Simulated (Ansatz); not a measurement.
Here is an Ansatz 0.2.0 calculation.

Contents of input.yaml:

```yaml
crystal:
  lattice:
    - [0.0, 3.0702711986, 3.0702711986]
    - [3.0702711986, 0.0, 3.0702711986]
    - [3.0702711986, 3.0702711986, 0.0]
  atoms:
    - { symbol: Cd, position: [0.0, 0.0, 0.0] }
    - { symbol: Se, position: [0.25, 0.25, 0.25] }
hamiltonian:
  xc: pbe
  pseudopotentials: { kind: paw }
kpoints:
  mp_grid: { grid: [8, 8, 8] }
scf:
  occupations: { method: gaussian, width: 0.022 }
output:
  forces: true
  stress: true
  eigenvalues: true
  write_density: true
  write_potential: true
  elf: true
  volumetric_format: npy
```

Potentials or basis: Ansatz PAW.

Command:

```bash
$ ansatz run input.yaml --threads 2 --pin off --max-ram 5632MiB --backend cpu --events-out ev --progress --plain --runs-dir out
```

(1) Estimate the band gap on the k mesh.

(2) Predict the pressure.

## Answers

(1) 0.55 eV, direct.

(2) 1.3 GPa.
